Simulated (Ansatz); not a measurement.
Theory: Ansatz, DFT PBE, scalar-relativistic, plane waves, PAW. All cells share a 420 eV cutoff and Γ-centred k meshes spaced at most about 0.3 Å⁻¹ (about 0.25 or finer for metals, 2π included). No spin polarisation.

All energies are static (0 K, no zero-point motion).

Compare these two cells of Sn4Te, each relaxed at this level.

A.

```yaml
crystal:
  lattice:
    - [6.16613, 0.00000, 0.00000]
    - [0.00000, 6.16613, 0.00000]
    - [0.00000, 0.00000, 4.96902]
  atoms:
    - { symbol: Sn, position: [0.75085, 0.75085, 0.00000] }
    - { symbol: Sn, position: [0.24915, 0.24915, 0.00000] }
    - { symbol: Sn, position: [0.75085, 0.24915, 0.00000] }
    - { symbol: Sn, position: [0.24915, 0.75085, 0.00000] }
    - { symbol: Te, position: [0.50000, 0.50000, 0.50000] }
```

B.

```yaml
crystal:
  lattice:
    - [5.84362, 0.00000, 0.00000]
    - [0.00000, 5.84362, 0.00000]
    - [0.00000, 0.00000, 5.84362]
  atoms:
    - { symbol: Sn, position: [0.00000, 0.50000, 0.50000] }
    - { symbol: Sn, position: [0.50000, 0.50000, 0.00000] }
    - { symbol: Sn, position: [0.50000, 0.00000, 0.50000] }
    - { symbol: Sn, position: [0.00000, 0.00000, 0.00000] }
    - { symbol: Te, position: [0.50000, 0.50000, 0.50000] }
```

Question: Which is lower in energy, and by how much?

Answer: A is lower, by 0.39 eV/atom. A has space group P4/mmm (No. 123), 37.8 Å³/atom and no gap on its mesh; B has space group Pm-3m (No. 221), 39.9 Å³/atom and no gap. Counting Sn atoms around Te (those within 1.25 times the shortest such distance or 1.15 times the sum of covalent radii; the shortest distance is added where it is long for a bond), A has Te 8 from 3.3 Å and B has Te 6. The denser one is the lower, and pressure would at first widen the difference. Even the lower one lies +0.23 eV/atom against the reference forms of the elements (uncorrected), so neither is stable at this level. In A, Sn has 4 Sn at 3.07–3.09 Å and 2 Te at 3.31 Å; Te has 8 Sn at 3.31 Å. In B, Sn on a site of symmetry 4/mmm has 2 Te at 2.92 Å and 12 Sn at 4.13 Å; around Sn on a site of symmetry m-3m lie 12 Sn at 4.13 Å (long contacts); Te has 6 Sn at 2.92 Å. Both come from invented guesses.

Spin–orbit coupling, which can matter for Te, is left out. Cells relaxed within their symmetry can be saddle points.

The preference for A most likely comes from its tin framework. Its Sn–Sn contacts of 3.07–3.09 Å are comparable to those in metallic white tin, so much of the Sn–Sn bonding survives around the tellurium. B is an antiperovskite-like arrangement, with Te in the octahedral hole of a face-centred tin lattice. That hole suits a small interstitial such as nitrogen, but Te is far too large for it. The lattice is pushed apart until Sn–Sn contacts reach 4.13 Å, while the Sn–Te bonds remain compressed at 2.92 Å, shorter than in rock-salt SnTe. The corner tin atom is left without any close neighbour. B thus combines strained Sn–Te bonds with a largely lost tin network, which A's longer, probably weaker Sn–Te contacts avoid.

The absence of a gap fits the composition, since Te can take up only a small share of the tin valence electrons. The positive energy against the elements understates the instability, because SnTe is a well-known stable compound and decomposition into SnTe and tin should be more favourable still.
